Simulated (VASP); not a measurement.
Input of a VASP 6.6.1 run:

INCAR

```
SYSTEM = Au
PREC = Accurate ; ENCUT = 600
EDIFF = 1E-6 ; ISMEAR = -1
SIGMA = 0.05 ; LREAL = .FALSE.
LASPH = .TRUE. ; NELM = 60
ALGO = Normal ; ISIF = 2
LWAVE = .FALSE. ; LCHARG = .FALSE.
LDIPOL = .TRUE. ; IDIPOL = 3
DIPOL = 0.5 0.5 0.294 ; GGA = PE
```

Contents of KPOINTS:

```
Automatic mesh
0
G
  10 10 1
  0 0 0
```

The input POSCAR:

```
Au
1.0
    2.6622700000      0.0000000000      0.0000000000
    0.0000000000      2.6617000000      0.0000000000
    0.0000000000      0.0000000000     23.8000000000
Au
1
Direct
    0.0000000000      0.5000000000      0.2941200000
```

Potentials or basis: VASP PAW PBE potentials, release 54 (Au).

Command:

```bash
$ cat potpaw_PBE.54/Au/POTCAR > POTCAR
$ mpirun -np 1 vasp_std > vasp.out
```

Problem. Predict the band gap on the k mesh.

Solution. None (metal or under the smearing width).

The run has no spin-orbit coupling, so splittings on Au are missing.
